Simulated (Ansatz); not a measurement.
Runs of Ansatz 0.2.0 on Si. Symmetry: Fd-3m, No. 227, cubic system. Conventional cell: a = 5.444 Å, b = 5.444 Å, c = 5.444 Å, α = 90.00°, β = 90.00°, γ = 90.00°. Si (site symmetry -43m) is surrounded by 4 Si at 2.36 Å. 

```csv
task,level,potentials or basis,cell,k mesh,cutoff (eV),smearing,basis error allowed,gap on the mesh (eV),pressure (GPa)
single point,PBE,"all-electron LAPW, scalar-relativistic",as given,8 × 8 × 8,218,gaussian 0.014 eV,0.001 eV/atom,0.63,1.3
relaxation of cell and atoms,PBEsol+D4,"all-electron LAPW, scalar-relativistic",relaxed,8 × 8 × 8,-,fermi-dirac 0.05 eV,0.001 eV/atom,(b),0.0
single point,PBE,"all-electron LAPW, scalar-relativistic",as given,8 × 8 × 8,218,gaussian 0.024 eV,0.001 eV/atom,0.63,1.3
single point,PBE,"all-electron LAPW, scalar-relativistic",as given,8 × 8 × 8,218,gaussian 0.016 eV,0.001 eV/atom,0.63,1.3
Born charges and dielectric tensor,LDA,all-electron PAW datasets made for the crystal,as given,8 × 8 × 8,200,fixed,-,0.53,-
single point,PBE,"all-electron LAPW, scalar-relativistic",as given,6 × 6 × 6,195,fermi-dirac 0.06 eV,0.002 eV/atom,0.72,1.4
band structure,BLYP,"all-electron LAPW, scalar-relativistic",as given,8 × 8 × 8,218,fermi-dirac 0.05 eV,0.001 eV/atom,0.84,(a)
```

Alike in all rows: no spin polarisation.

Task: Estimate the missing entries.

Result: (a) 4.2; (b) 0.49.

Caveats: the gap is small at this level, which inflates the dielectric constant (some runs); the program warned that the printed levels may be off, so bands, gaps and densities of states are rough (some runs).

A k mesh can miss the band edges.

The runs don't all hold the same shells in valence.
